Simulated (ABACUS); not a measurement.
A run of ABACUS 3.10.1 is set up as follows.

File INPUT:

```
INPUT_PARAMETERS
suffix              InAs
calculation         cell-relax
basis_type          pw
pseudo_dir          ./
symmetry            1
dft_functional      pbesol
ecutwfc             55
pseudo_rcut         10
nspin               1
nbands              13
ks_solver           dav
smearing_method     fd
smearing_sigma      0.00367493
scf_thr             1e-08
scf_nmax            100
mixing_type         broyden
mixing_beta         0.7
cal_force           1
cal_stress          1
ecutrho             440
relax_nmax          60
force_thr_ev        0.01
relax_method        cg
out_stru            1
stress_thr          0.2
kpar                4
```

Contents of STRU:

```
ATOMIC_SPECIES
In 114.8180 In.pbe-dn-rrkjus_psl.0.2.2.UPF
As 74.9216 As.pbe-n-rrkjus_psl.0.2.UPF

LATTICE_CONSTANT
1.8897261246

LATTICE_VECTORS
0.0000000000 3.0180000000 3.0180000000
3.0180000000 0.0000000000 3.0180000000
3.0180000000 3.0180000000 0.0000000000

ATOMIC_POSITIONS
Direct

In
0.0
1
0.0000000000 0.0000000000 0.0000000000 1 1 1

As
0.0
1
0.7500000000 0.7500000000 0.7500000000 1 1 1
```

KPT

```
K_POINTS
0
Gamma
6 6 6 0 0 0
```

Potentials or basis: SSSP 1.3 efficiency PBE, plane waves.

The run is started by

```bash
$ OMP_NUM_THREADS=1 mpirun -np 4 abacus > log
```

(1) Predict the relaxed cell.

(2) Predict the relaxed volume.

(3) Predict the band gap on the k mesh.

(4) What does it give for the space group after relaxing (to 0.05 Å)?

Answers

(1) a = 4.313 Å, b = 4.313 Å, c = 4.313 Å, α = 60.00°, β = 60.00°, γ = 60.00°.

(2) 28.36 Å³/atom.

(3) none (metal or under the smearing width).

(4) F-43m (No. 216).

Caveat: the potentials were made for another functional, which shifts forces and pressure; this crystal is a semiconductor, whose small gap the functional closes, so the metal is an error of the method.
